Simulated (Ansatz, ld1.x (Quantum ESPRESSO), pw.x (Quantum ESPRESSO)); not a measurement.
From atom to crystal: TM potential for rubidium (Rb)

| Item | Value |
| --- | --- |
| Element | rubidium |
| Generator | ld1.x (Quantum ESPRESSO) 7.5 |
| Type | norm-conserving Troullier–Martins (Kleinman–Bylander form) |
| Functional | PBE |
| Relativity | scalar-relativistic |
| Frozen core | [Kr] |
| Valence charge | 1 |
| Reference configuration | 5s1 5p0 |
| Partial waves | 5s (bound): rc 3.55 bohr; 5p (bound, empty): rc 4.05 bohr; 4d channel at 0.4 Ry: rc 3.55 bohr |
| Local potential | the d channel |
| Core correction | Bessel-smoothed model core, default radius (core density twice the valence density) |

Atomic tests: cutoffs needed: 6 Ry and 6 Ry (the cutoffs (Ry, on a coarse ladder) from which the occupation-weighted sum of valence levels, in a spherical-Bessel basis at the reference potential, stays within 10 and 1 mRy of its value at 400 Ry); ghost test: ghost states, extra bound levels that the all-electron valence spectrum of the same l lacks: s at -18.8 eV, p at -1.59 eV; a true bound ghost makes a file unfit for plane-wave use (spherical-Bessel basis up to 400 Ry, 20 bohr box); configuration tests: 1 of 2 tests not solved or not reliable.

Crystal test: diamond Rb in pw.x 7.5, no spin, 8³ k-points, Fermi–Dirac smearing 0.01 Ry, cutoffs 50/200 Ry. The reference is all-electron LAPW (Ansatz 0.2.0) with the same functional, mesh and smearing; V0 and B0 come from Birch–Murnaghan fits to the pressures at five volumes. Errors are pseudo minus all-electron; Δ is the rms difference of the E(V) curves that follow from these fits, minima aligned, over ±6 % about the mean V0. Mesh and smearing are coarse, so the numbers serve the comparison and aren't converged zero-temperature values; the lattice is a test structure that the element need not adopt.

| V (Å³/atom) | P all-electron (GPa) | P pseudo (GPa) |
| --- | --- | --- |
| 134.625 | 0.05 | -0.06 |
| 138.168 | 0.02 | -0.06 |
| 141.711 | -0.00 | -0.06 |
| 145.254 | -0.02 | -0.05 |
| 148.797 | -0.04 | -0.05 |

All-electron: a0 = 10.418 Å (V0 = 141.33 Å³/atom), B0 = 0.9 GPa.

Pseudopotential: mean pressure error (GPa): -0.06. The pressure does not cross zero within the volumes sampled, so no fit is given. This is a poor potential for the solid. The pseudo pressure rises with volume over the whole range, a mechanical instability. Note: ghost states, extra bound levels that the all-electron valence spectrum of the same l lacks: s at -18.8 eV, p at -1.59 eV. A true bound ghost makes a file unfit for plane-wave use. Atomic configuration tests: 1 of 2 tests not solved or not reliable.

Task: At the middle volume, how do free energy and pressure move when the wave cutoff is lowered (ecutrho kept at four times it)?

Result:

```json
{"cutoff (Ry)": "22", "shift of F (meV/atom)": "+8.4", "shift of P (GPa)": "-0.03"}
{"cutoff (Ry)": "30", "shift of F (meV/atom)": "+0.5", "shift of P (GPa)": "-0.00"}
{"cutoff (Ry)": "40", "shift of F (meV/atom)": "+0.0", "shift of P (GPa)": "+0.00"}
```

The run at the middle volume (29 k-points, 14 iterations) took about 46 s on one core of a shared host (Neoverse-V1, 32 threads, 247 GiB, load 12).
